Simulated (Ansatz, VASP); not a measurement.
TiB2: VASP beside Ansatz

Contents of INCAR:

```
PREC = Accurate
ENCUT = 520
EDIFF = 1E-7
ISMEAR = -1
SIGMA = 0.08
LREAL = False
LASPH = True
NELM = 80
ALGO = Normal
ISIF = 2
LWAVE = False
LCHARG = False
GGA = PS
NBANDS = 16
```

File KPOINTS:

```
Automatic mesh
0
Gamma
  15 15 13
```

POSCAR

```
TiB2
1.0
    3.0897821656      0.0000000000      0.0000000000
   -1.5448910828      2.6758298476      0.0000000000
    0.0000000000      0.0000000000      3.2284000000
Ti B
1 2
Direct
    0.0000000000      0.0000000000      0.0000000000
    0.3333333333      0.6666666667      0.5000000000
    0.6666666667      0.3333333333      0.5000000000
```

Input for Ansatz:

```yaml
crystal:
  lattice:
    - [3.0897821656, 0.0, 0.0]
    - [-1.5448910828, 2.6758298476, 0.0]
    - [0.0, 0.0, 3.2284]
  atoms:
    - { symbol: Ti, position: [0.0, 0.0, 0.0] }
    - { symbol: B, position: [0.3333333333, 0.6666666667, 0.5] }
    - { symbol: B, position: [0.6666666667, 0.3333333333, 0.5] }
kpoints:
  mp_grid: { grid: [15, 15, 13] }
  band_path:
    path:
      - [0.0, 0.0, 0.0]
      - [0.5, 0.0, 0.0]
      - [0.3333333333, 0.3333333333, 0.0]
      - [0.0, 0.0, 0.0]
      - [0.0, 0.0, 0.5]
      - [0.5, 0.0, 0.5]
      - [0.3333333333, 0.3333333333, 0.5]
      - [0.0, 0.0, 0.5]
      - [0.5, 0.0, 0.5]
    npoints: 5
scf:
  occupations: { method: fermi_dirac, width: 0.08 }
hamiltonian:
  xc: pbesol
  pseudopotentials: { kind: all_electron, lapw: { basis_error: 0.001 } }
output:
  forces: true
  stress: true
  eigenvalues: true
```

Change from the starting cell: equal xx and yy strain of +2 %.

Alike in both runs: task single point; functional PBEsol; k mesh 15 × 15 × 13; occupations fermi-dirac, width 0.08 eV; no spin polarisation.

|  | VASP | Ansatz |
| --- | --- | --- |
| version | VASP 6.6.1 | Ansatz 0.2.0 |
| potentials or method | VASP PAW PBE potentials, release 64 (Ti_sv, B) | all-electron LAPW, scalar-relativistic |
| plane-wave cutoff (eV) | 520 | see its input |

|  | VASP | Ansatz | Ansatz less VASP |
| --- | --- | --- | --- |
| pressure (GPa) | -14.5 | -14.9 | -0.35 |
| largest component of the traceless stress (GPa) | 4.48 | 4.58 | +0.099 |

Ansatz ran all-electron here, so the differences hold the error of VASP's frozen core and of both bases.

Caveats: the PAW data sets were made with another functional, which shifts forces and pressure a little (VASP).
